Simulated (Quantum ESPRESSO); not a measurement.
**Ti under changes of volume**

One of the cells (17.676 Å³/atom); the others are scaled copies at fixed shape and fractional positions:

```
Ti
1.0
    -1.64100    1.64100    1.64100
     1.64100   -1.64100    1.64100
     1.64100    1.64100   -1.64100
Ti
1
Direct
  0.00000 0.00000 0.00000
```

This isn't the form of Ti at room conditions, which is hcp.

| Quantity | Value |
| --- | --- |
| Program | Quantum ESPRESSO 7.5 |
| Functional | AM05 |
| Potentials or basis | PseudoDojo 0.4.1 SR PBE standard |
| Cutoff | 1143 eV |
| Density cutoff | 4572 eV |
| k mesh | 11 × 11 × 11 |
| Occupations | fermi-dirac, width 0.05 eV |
| Spin | no spin polarisation |

```tsv
volume (Å³/atom)	energy over the lowest point (meV/atom)	pressure (GPa)
16.616	0.00	0.0
16.969	2.97	-2.2
17.323	10.64	-4.3
17.676	22.59	-6.2
18.030	38.43	-7.9
18.383	?	?
18.737	80.48	-10.9
```

What does the run at 18.383 Å³/atom give?

Energy over the lowest point 57.83 meV/atom; pressure -9.4 GPa.

Worked out: A Birch-Murnaghan fit of order 3 (a polynomial in V^(-2/3)) to the other rows has its minimum at 16.58 Å³/atom, just outside them, with B0 = V·E''(V) = 110 GPa and B' = 3.4. It gives 57.81 meV/atom at 18.383 Å³/atom, against the run's 57.83, and -dE/dV = -9.5 GPa, against -9.4.

Energies are extrapolated to zero smearing.

Caveats: the potentials were made for another functional, which shifts forces and pressure.
